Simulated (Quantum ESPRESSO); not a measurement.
Slab: Au, a slab with vacuum.

```
Au
1.0
     2.90000    0.00000    0.00000
    -1.45000    2.51147    0.00000
     0.00000    0.00000   24.76000
Au
5
Direct
  0.66667 0.33333 0.30291
  0.33333 0.66667 0.40145
  0.66667 0.33333 0.50000
  0.33333 0.66667 0.59855
  0.66667 0.33333 0.69709
```

The slab is cut from a database's or a generator's crystal, which needn't be the stable form of the element.

A sound run:

```yaml
Program: Quantum ESPRESSO 7.5
Task: work function
Functional: PBE
Potentials_or_basis: PseudoDojo 0.4.1 SR PBE standard
Cutoff: 1034 eV
Density_cutoff: 4136 eV
k_mesh: 11 × 11 × 1
Occupations: fermi-dirac, width 0.05 eV
Spin: no spin polarisation
```

It gives largest force 0.127 eV/Å; band gap on the k mesh none (metal or under the smearing width).

What do these careless settings give instead: cutoff 313 eV in place of 1034 eV; density cutoff 1252 eV in place of 4136 eV?

Largest force 0.688 eV/Å; band gap on the k mesh none (metal or under the smearing width). The run converged, but these numbers show the error of the settings and aren't properties of the slab.
